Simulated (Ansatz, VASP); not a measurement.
TePb in VASP and in Ansatz

INCAR

```
SYSTEM = TePb
PREC = Accurate ; ENCUT = 600
EDIFF = 1E-6 ; ISMEAR = -1
SIGMA = 0.05 ; LREAL = .FALSE.
LASPH = .TRUE. ; NELM = 100
ALGO = Normal ; ISIF = 3
LWAVE = .FALSE. ; LCHARG = .FALSE.
GGA = PE ; IVDW = 12
IBRION = 2 ; NSW = 80
EDIFFG = -0.01
```

File KPOINTS:

```
regular mesh
0
G
  7 7 7
  0 0 0
```

Contents of POSCAR:

```
TePb
1.0
    0.0000000000      3.2310000000      3.2310000000
    3.2310000000      0.0000000000      3.2310000000
    3.2310000000      3.2310000000      0.0000000000
Pb Te
1 1
Direct
    0.0000000000      0.0000000000      0.0000000000
    0.5000000000      0.5000000000      0.5000000000
```

The input input.yaml:

```yaml
crystal:
  lattice:
    - [0.0, 3.231, 3.231]
    - [3.231, 0.0, 3.231]
    - [3.231, 3.231, 0.0]
  atoms:
    - { symbol: Pb, position: [0.0, 0.0, 0.0] }
    - { symbol: Te, position: [0.5, 0.5, 0.5] }
kpoints:
  mp_grid: { grid: [7, 7, 7] }
scf:
  occupations: { method: fermi_dirac, width: 0.05 }
hamiltonian:
  xc: pbe
  dispersion: d3bj
  pseudopotentials: { kind: all_electron, lapw: { basis_error: 0.001 } }
output:
  forces: true
  stress: true
relax:
  f_tol: 0.01
  max_steps: 60
  cell: {}
```

Alike in both runs: task relaxation of cell and atoms; functional PBE; dispersion D3(BJ); k mesh 7 × 7 × 7; occupations fermi-dirac, width 0.05 eV; no spin polarisation.

|  | VASP | Ansatz |
| --- | --- | --- |
| version | VASP 6.6.1 | Ansatz 0.2.0 |
| potentials or method | VASP PAW PBE potentials, release 64 (Pb_d, Te) | all-electron LAPW, scalar-relativistic |
| plane-wave cutoff (eV) | 600 | see its input |

```csv
,VASP,Ansatz,Ansatz less VASP
relaxed volume (Å³/atom),33.83,33.87,+0.040
relaxed cell length with the largest relative difference (Å),4.574,4.576,+0.0018
```

Ansatz ran all-electron here, so the differences hold the error of VASP's frozen core and of both bases.

Spin-orbit coupling is left out, which matters for the levels of Pb, Te. Zero-point motion and thermal expansion aren't in these numbers.
